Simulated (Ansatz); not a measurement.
WSe2, DFT, PBEsol, all-electron LAPW, scalar-relativistic (Ansatz 0.2.0), run on 2 threads of Intel(R) Xeon(R) Platinum 8488C (Sapphire Rapids) on a shared host.

The cell is COD entry 9009146, as deposited and not checked against the literature; nothing was relaxed. The listed cell was then made from it by scaling, straining or moving an atom.

Command: `ansatz run input.yaml --threads 2 --pin off --max-ram 8192MiB --backend cpu --events-out ev --progress --plain --runs-dir out`

```yaml
crystal:
  lattice:
    - [3.2228367798, 0.0, 0.0]
    - [-1.6114183898, 2.7910585235, 0.0]
    - [0.0, 0.0, 12.70523183]
  atoms:
    - { symbol: W, position: [0.3333333333, 0.6666666667, 0.25] }
    - { symbol: W, position: [0.6666666667, 0.3333333333, 0.75] }
    - { symbol: Se, position: [0.3333333333, 0.6666666667, 0.621] }
    - { symbol: Se, position: [0.6666666667, 0.3333333333, 0.121] }
    - { symbol: Se, position: [0.3333333333, 0.6666666667, 0.879] }
    - { symbol: Se, position: [0.6666666667, 0.3333333333, 0.379] }
kpoints:
  mp_grid: { grid: [11, 11, 3] }
  band_path:
    path:
      - [0.0, 0.0, 0.0]
      - [0.5, 0.0, 0.0]
      - [0.3333333333, 0.3333333333, 0.0]
      - [0.0, 0.0, 0.0]
      - [0.0, 0.0, 0.5]
      - [0.5, 0.0, 0.5]
      - [0.3333333333, 0.3333333333, 0.5]
      - [0.0, 0.0, 0.5]
      - [0.5, 0.0, 0.5]
    npoints: 5
scf:
  occupations: { method: fermi_dirac, width: 0.08 }
hamiltonian:
  xc: pbesol
  pseudopotentials: { kind: all_electron, lapw: { basis_error: 0.0005 } }
output:
  forces: true
  stress: true
  eigenvalues: true
```

Task: How large is the problem that the program sets up?

Result: 32 irreducible k-points, 1719 plane waves at Γ, 111 bands.

Task: About how long does it take, and how much memory does it use?

Result: 81 s of wall time for 9 SCF iterations, with a peak of 1.2 GiB. Times on shared machines scatter by tens of per cent.
